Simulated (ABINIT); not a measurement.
# Au (Fm-3m) in ABINIT: a series of runs, part 2 of 2

ABINIT 10.8.3 (patched build). Earlier steps stand in the parts before.

## 3. Equation of state, revPBE+D3

The input, run.abi:

```
# Datasets: one volume each
ndtset 7
getwfk -1
scalecart1 3*0.9795861087
scalecart2 3*0.9864848297
scalecart3 3*0.9932883884
scalecart4 3*1.0000000000
scalecart5 3*1.0066227096
scalecart6 3*1.0131594038
scalecart7 3*1.0196128224

# Pseudopotentials
pp_dirpath "./"
pseudos "Au.GGA_PBE-JTH.xml"

# Structure
acell 3*1.0 Angstrom
rprim
     0.0000000000     2.0350000000     2.0350000000
     2.0350000000     0.0000000000     2.0350000000
     2.0350000000     2.0350000000     0.0000000000
ntypat 1
znucl 79
natom 1
typat 1
xred
     0.0000000000     0.0000000000     0.0000000000

# Plane-wave basis
ecut 680.284656 eV
pawecutdg 47.0

# k points
kptopt 1
ngkpt 11 11 11
nshiftk 1
shiftk 0.0 0.0 0.0

# Exchange and correlation
ixc 14
vdw_xc 6

# Bands and occupations
nband 10
occopt 3
tsmear 0.05 eV

# SCF cycle
nstep 100
tolvrs 1.0e-9

# Output
iomode 3
prtwf 1
prtden 0
prteig 0
prtebands 0
```

Potentials or basis: JTH PAW PBE v2.0.

Started as:

```
$ abinit run.abi > log 2>&1
```

run.abo:

```text
.Version 10.8.3 of ABINIT
 DATASET    1 : space group Fm -3 m (#225); Bravais cF (face-center cubic)
================================================================================
 Values of the parameters that define the memory need for DATASET  1.
     intxc =       0    ionmov =       0      iscf =      17    lmnmax =      18
     lnmax =       6     mgfft =      24  mpssoang =       3    mqgrid =    3001
     natom =       1  nloc_mem =       2    nspden =       1   nspinor =       1
    nsppol =       1      nsym =      48    n1xccc =       1    ntypat =       1
    occopt =       3   xclevel =       2
       mpw =         649          nfft =       13824          nkpt =          56
 PAW method is used; the additional fine FFT grid is defined by:
   mgfftf=        36    nfftf =     46656
================================================================================
================================================================================
[... 71 lines left out ...]
 DATASET    7 : space group Fm -3 m (#225); Bravais cF (face-center cubic)
================================================================================
 Values of the parameters that define the memory need for DATASET  7.
     intxc =       0    ionmov =       0      iscf =      17    lmnmax =      18
     lnmax =       6     mgfft =      27  mpssoang =       3    mqgrid =    3001
     natom =       1  nloc_mem =       2    nspden =       1   nspinor =       1
    nsppol =       1      nsym =      48    n1xccc =       1    ntypat =       1
    occopt =       3   xclevel =       2
       mpw =         736          nfft =       19683          nkpt =          56
 PAW method is used; the additional fine FFT grid is defined by:
   mgfftf=        36    nfftf =     46656
================================================================================
================================================================================

--------------------------------------------------------------------------------
------------- Echo of variables that govern the present computation ------------
--------------------------------------------------------------------------------
 -outvars: echo values of preprocessed input variables --------
            acell      1.8897261259E+00  1.8897261259E+00  1.8897261259E+00 Bohr
              amu      1.96966540E+02
             ecut      2.50000000E+01 Hartree
[... 111 lines left out ...]
         ecut(hartree)=     47.000   => boxcut(ratio)=   2.18961

--- Pseudopotential description ------------------------------------------------
- pspini: atom type   1  psp file is ./Au.GGA_PBE-JTH.xml
 Pseudopotential format is: paw10
 basis_size (lnmax)=  6 (lmn_size= 18), orbitals=   0   0   1   1   2   2
 Spheres core radius: rc_sph= 2.50869560
 Shapefunction is SIN type: shapef(r)=[sin(pi*r/rshp)/(pi*r/rshp)]**2
 Radius for shape functions =  2.26305713
 Compensation charge density is not taken into account in XC energy/potential

   3.87212569E+02                                ecore*ucvol(ha*bohr**3)
--------------------------------------------------------------------------------

[... 1240 lines left out ...]
-Cartesian components of stress tensor (GPa)         [Pressure= -2.6824E+00 GPa]
- sigma(1 1)=  2.68244296E+00  sigma(3 2)=  0.00000000E+00
- sigma(2 2)=  2.68244296E+00  sigma(3 1)=  0.00000000E+00
- sigma(3 3)=  2.68244296E+00  sigma(2 1)=  0.00000000E+00

== END DATASET(S) ==============================================================
================================================================================

 -outvars: echo values of variables after computation  --------
            acell      1.8897261259E+00  1.8897261259E+00  1.8897261259E+00 Bohr
           etotal1    -3.4148062411E+01
           etotal2    -3.4149175249E+01
           etotal3    -3.4149961021E+01
           etotal4    -3.4150464887E+01
           etotal5    -3.4150726578E+01
           etotal6    -3.4150780664E+01
           etotal7    -3.4150655414E+01
            fcart1    -0.0000000000E+00 -0.0000000000E+00 -0.0000000000E+00
            fcart2    -0.0000000000E+00 -0.0000000000E+00 -0.0000000000E+00
            fcart3    -0.0000000000E+00 -0.0000000000E+00 -0.0000000000E+00
            fcart4    -0.0000000000E+00 -0.0000000000E+00 -0.0000000000E+00
            fcart5    -0.0000000000E+00 -0.0000000000E+00 -0.0000000000E+00
            fcart6    -0.0000000000E+00 -0.0000000000E+00 -0.0000000000E+00
            fcart7    -0.0000000000E+00 -0.0000000000E+00 -0.0000000000E+00
            rprim1     0.0000000000E+00  1.9934577312E+00  1.9934577312E+00
                       1.9934577312E+00  0.0000000000E+00  1.9934577312E+00
                       1.9934577312E+00  1.9934577312E+00  0.0000000000E+00
[... 17 lines left out ...]
                       2.0749120936E+00  2.0749120936E+00  0.0000000000E+00
           strten1    -5.6662904537E-04 -5.6662904537E-04 -5.6662904537E-04
                       0.0000000000E+00  0.0000000000E+00  0.0000000000E+00
           strten2    -4.1309894245E-04 -4.1309894245E-04 -4.1309894245E-04
                       0.0000000000E+00  0.0000000000E+00  0.0000000000E+00
           strten3    -2.7946900511E-04 -2.7946900511E-04 -2.7946900511E-04
                       0.0000000000E+00  0.0000000000E+00  0.0000000000E+00
           strten4    -1.6471559048E-04 -1.6471559048E-04 -1.6471559048E-04
                       0.0000000000E+00  0.0000000000E+00  0.0000000000E+00
           strten5    -6.6495486234E-05 -6.6495486234E-05 -6.6495486234E-05
                       0.0000000000E+00  0.0000000000E+00  0.0000000000E+00
           strten6     1.8285102031E-05  1.8285102031E-05  1.8285102031E-05
                       0.0000000000E+00  0.0000000000E+00  0.0000000000E+00
           strten7     9.1174383024E-05  9.1174383024E-05  9.1174383024E-05
                       0.0000000000E+00  0.0000000000E+00  0.0000000000E+00
 Calculation completed.
```

Run time: 1.9 min. Hardware: 1 thread of Arm Neoverse V1, shared host; peak memory 0.15 GiB.

What came out:

- Equilibrium volume: 17.45 Å³/atom
- Bulk modulus: 123 GPa
- Pressure derivative of the bulk modulus: 7.1

Energy against volume, from the lowest point:
| volume (Å³/atom) | energy (meV/atom) |
| --- | --- |
| 15.843 | 73.97 |
| 16.181 | 43.69 |
| 16.518 | 22.30 |
| 16.855 | 8.59 |
| 17.192 | 1.47 |
| 17.529 | 0.00 |
| 17.866 | 3.41 |

Caveat: pressures at fixed basis lie under the slope of the energies; the PAW data sets were made with another functional, which shifts forces and pressure a little. The run has no spin-orbit coupling, so splittings on Au are missing.

## 4. Equation of state, PBE

run.abi, as its differences from that of step 3:

```diff
@@ -29,3 +29,3 @@
 # Plane-wave basis
-ecut 680.284656 eV
+ecut 25.0
 pawecutdg 47.0
@@ -39,4 +39,3 @@
 # Exchange and correlation
-ixc 14
-vdw_xc 6
+ixc 11
 
@@ -45,3 +44,3 @@
 occopt 3
-tsmear 0.05 eV
+tsmear 0.00183747
```

Started as:

```
$ abinit run.abi > log 2>&1
```

Wall time 1.8 min (1 thread of Arm Neoverse V1, shared host); peak memory 0.14 GiB.

Results (log left out):

```
Equilibrium volume : 17.98 Å³/atom (rough: see the caveat)
Bulk modulus       : 141 GPa (rough)
```

Energy against volume, from the lowest point:
```csv
volume (Å³/atom),energy (meV/atom)
15.843,149.78
16.181,101.11
16.518,63.56
16.855,35.80
17.192,16.62
17.529,4.99
17.866,0.00
```

Caveat: pressures at fixed basis lie under the slope of the energies; the minimum lies outside the volumes run.

## 5. Comparison with measurements

Step 3. Against the measured bulk modulus of Au, 167 GPa (quoted in “Exploring toroidal anvil profiles for larger sample volumes above 4 Mbar”, 2024, pmc:11102561), the calculated 123 GPa is off by -26.1 %. The fit is for a static lattice scaled at fixed shape and fixed fractional positions.
